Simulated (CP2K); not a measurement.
The system is InSe.

```xyz
4
Lattice="8.7503 0.0000 0.0000 7.8360 3.8941 0.0000 7.8360 1.8397 3.4321" Properties=species:S:1:pos:R:3 pbc="T T T"
In   21.7016    5.0951    3.0498
In    0.0000    0.0000    0.0000
Se    4.1982    0.9856    0.5900
Se    9.3659    2.1989    1.3162
```

Program: CP2K 2026.2. Alike in all runs: task atomic charges; potentials or basis POTENTIAL_UZH In GTH-PBE-q13, Se GTH-PBE-q6; TZVP-MOLOPT-PBE-GTH basis; no spin polarisation; cell as given; k mesh 8 × 8 × 8; smearing fermi-dirac 0.05 eV.

Q: Order these runs on this cell by their band gap on the k mesh, lowest first.
A. level TASK
B. level LDA
C. level AM05

A: B (0.18 eV), C (0.36 eV), A (0.89 eV).

Caveats: spin-orbit coupling is left out, which moves the levels of the heavy elements; the basis of atomic orbitals isn't converged, which shifts pressures, moduli and gaps.

A k mesh can miss the band edges.
